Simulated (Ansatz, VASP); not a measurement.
TiSe2 in VASP and in Ansatz

Contents of INCAR:

```
PREC = Accurate
ENCUT = 600
EDIFF = 1E-6
ISMEAR = 0
SIGMA = 0.05
LREAL = F
LASPH = T
NELM = 100
ALGO = Normal
ISIF = 3
LWAVE = F
LCHARG = F
GGA = PE
IVDW = 12
IBRION = 2
NSW = 80
EDIFFG = -0.01
```

The input KPOINTS:

```
regular mesh
0
Gamma
  12 12 6
```

POSCAR

```
TiSe2
1.0
    3.5360000000      0.0000000000      0.0000000000
   -1.7680000000      3.0622658278      0.0000000000
    0.0000000000      0.0000000000      6.0040000000
Ti Se
1 2
Direct
    0.0000000000      0.0000000000      0.0000000000
    0.3333333333      0.6666666667      0.2552000000
    0.6666666667      0.3333333333      0.7448000000
```

Input for Ansatz:

```yaml
crystal:
  lattice:
    - [3.536, 0.0, 0.0]
    - [-1.768, 3.0622658278, 0.0]
    - [0.0, 0.0, 6.004]
  atoms:
    - { symbol: Ti, position: [0.0, 0.0, 0.0] }
    - { symbol: Se, position: [0.3333333333, 0.6666666667, 0.2552] }
    - { symbol: Se, position: [0.6666666667, 0.3333333333, 0.7448] }
basis:
  ecutwfc: 420
  ecutrho_ratio: 4
kpoints:
  mp_grid: { grid: [12, 12, 6] }
hamiltonian:
  xc: pbe
  dispersion: d3bj
scf:
  occupations: { method: gaussian, width: 0.05 }
output:
  forces: true
  stress: true
  eigenvalues: true
relax:
  f_tol: 0.01
  max_steps: 60
  cell: { stress_tol: 0.04 }
```

Alike in both runs: task relaxation of cell and atoms; functional PBE; dispersion D3(BJ); k mesh 12 × 12 × 6; occupations gaussian, width 0.05 eV; no spin polarisation.

|  | VASP | Ansatz |
| --- | --- | --- |
| version | VASP 6.6.1 | Ansatz 0.2.0 |
| potentials or method | VASP PAW PBE potentials, release 64 (Ti_sv, Se) | scalar-relativistic, plane waves, PAW |
| plane-wave cutoff (eV) | 600 | 420 |
| valence electrons in the cell | 24 | 44 |

|  | VASP | Ansatz | Ansatz less VASP |
| --- | --- | --- | --- |
| gap on the k mesh at the Fermi level, each at its own relaxed structure (eV) | none | none | - |
| relaxed volume (Å³/atom) | 20.52 | 20.51 | -0.005 |
| relaxed cell length with the largest relative difference (Å) | 3.483 | 3.483 | -0.0005 |
| energy change over the relaxation (meV/atom) | -8 | -8 | 0.0 |

A gap of «none» marks a metal or a gap that the smearing closes. The two sets of potentials don't hold the same shells in valence.
